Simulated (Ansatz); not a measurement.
Ir: changing the pressure

The cell as given:

Symmetry: P6_3/mmc, No. 194, hexagonal system. The conventional cell has a = 2.751 Å, b = 2.751 Å, c = 4.462 Å, α = 90.00°, β = 90.00°, γ = 120.00°. Ir (site symmetry -6m2) has 12 Ir at 2.74 to 2.75 Å as nearest neighbours.

This isn't the form of Ir at room conditions, which is fcc.

Kept alike: task relaxation of cell and atoms; functional PBEsol; k mesh 11 × 11 × 6; occupations fermi-dirac, width 0.05 eV; no spin polarisation. Program: Ansatz, all-electron LAPW, scalar-relativistic. The mesh is that of the run's cell of 2 atoms. No spin-orbit coupling.

| pressure, P (GPa) | volume (Å³/atom) | first edge of the run's cell (Å) | third edge of the run's cell (Å) |
| --- | --- | --- | --- |
| 0 | 14.118 | 2.720 | 4.408 |
| 2 | 14.046 | 2.715 | 4.401 |
| 5 | 13.941 | 2.708 | 4.391 |
| 10 | 13.776 | 2.697 | 4.374 |
| 20 | 13.476 | 2.677 | 4.344 |
| 30 | 13.210 | 2.659 | 4.316 |

The relaxations keep at least the cell's symmetry (P6_3/mmc). For a metal such a mesh leaves the last digits unconverged. The runs follow the start's structure, whether or not it is the stable one at these pressures.

Q: What does the pressure change here?

A: The volume falls from 14.118 to 13.210 Å³/atom between 0 and 30 GPa. The volume falls ever more slowly, since the solid stiffens under load. At the pressures aimed at, which the runs meet within some tenths of a GPa, the step from 0 to 5 GPa gives a mean bulk modulus near 396 GPa, the last step 502 GPa. The first edge of the run's cell falls from 2.720 to 2.659 Å between 0 and 30 GPa. The third edge of the run's cell falls from 4.408 to 4.316 Å between 0 and 30 GPa.

Hexagonal iridium is very hard to compress, and almost equally so along both axes: 30 GPa shortens the two cell edges by nearly the same fraction. This fits a close-packed metal in which strong bonding runs within and between the layers alike, leaving no soft direction. The stiffness itself comes from the 5d band, whose bonding states are largely filled and whose extended orbitals overlap strongly. Compression raises the electrons' kinetic energy and the repulsion between the ion cores faster than the bonding gains, so each further step in pressure removes less volume.

The axial ratio stays slightly below the ideal value for packed spheres and creeps towards it in every row, as the in-plane edge gives way a little more. The drift is so small that it suggests at most a slight evening-out of the in-plane and interlayer contacts, not a change in bonding. Resistance to uniform compression says nothing direct about resistance to shear, which would need the separate elastic constants.
